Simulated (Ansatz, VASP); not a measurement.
# One calculation of PtSe2 (Sudovikovite), two programs

Contents of INCAR:

```
SYSTEM = PtSe2
  PREC = Accurate
  ENCUT = 520
  EDIFF = 1E-7
  ISMEAR = -1
  SIGMA = 0.05
  LREAL = .False.
  LASPH = .True.
  NELM = 60
  ALGO = Normal
  ISIF = 2
  LWAVE = .False.
  LCHARG = .False.
  GGA = PS
  NBANDS = 18
```

KPOINTS

```
regular mesh
0
Gamma
  8 8 5
  0 0 0
```

The input POSCAR:

```
PtSe2
1.0
    3.6479786689      0.0000000000      0.0000000000
   -1.8239893344      3.1592421997      0.0000000000
    0.0000000000      0.0000000000      4.9586648823
Pt Se
1 2
Direct
    0.0000000000      0.0000000000      0.0000000000
    0.6666666667      0.3333333333      0.7500000000
    0.3333333333      0.6666666667      0.2500000000
```

input.yaml

```yaml
crystal:
  lattice:
    - [3.6479786689, 0.0, 0.0]
    - [-1.8239893344, 3.1592421997, 0.0]
    - [0.0, 0.0, 4.9586648823]
  atoms:
    - { symbol: Pt, position: [0.0, 0.0, 0.0] }
    - { symbol: Se, position: [0.6666666667, 0.3333333333, 0.75] }
    - { symbol: Se, position: [0.3333333333, 0.6666666667, 0.25] }
hamiltonian:
  xc: pbesol
  pseudopotentials: { kind: paw }
kpoints:
  mp_grid: { grid: [8, 8, 5] }
scf:
  occupations: { method: fermi_dirac, width: 0.05 }
output:
  forces: true
  stress: true
  eigenvalues: true
  write_density: true
  write_potential: true
  elf: true
  volumetric_format: npy
```

Change from the starting cell: volume scaled by 0.94.

Alike in both runs: task single point; functional PBEsol; k mesh 8 × 8 × 5; occupations fermi-dirac, width 0.05 eV; no spin polarisation.

```csv
,VASP,Ansatz
version,VASP 6.6.1,Ansatz 0.2.0
potentials or method,"VASP PAW PBE potentials, release 64 (Pt, Se)",Ansatz PAW
plane-wave cutoff (eV),520,420
valence electrons in the cell,22,50
```

|  | VASP | Ansatz | Ansatz less VASP |
| --- | --- | --- | --- |
| gap on the k mesh at the Fermi level (eV) | none | none | - |
| pressure (GPa) | 12.1 | 12.0 | -0.18 |
| largest component of the traceless stress (GPa) | 3.41 | 3.36 | -0.054 |
| rms of the force components (eV/Å) | 0.582 | 0.570 | -0.0124 |

Atom by atom the forces differ by 0.012 eV/Å (rms over components). A gap of «none» marks a metal or a gap that the smearing closes. The functional is the same, so the differences come from potentials, cutoffs and numerics. The two sets of potentials don't hold the same shells in valence.

Caveats: the PAW data sets were made with another functional, which shifts forces and pressure a little (VASP); the PAW data sets come from PBE, with cores solved anew for the run's functional, which leaves a small shift of forces and pressure (Ansatz); forces of over 1 eV/Å show positions far from the minimum, so gaps and moduli don't describe the material at rest (Ansatz). The runs have no spin-orbit coupling, so splittings on Pt are missing.
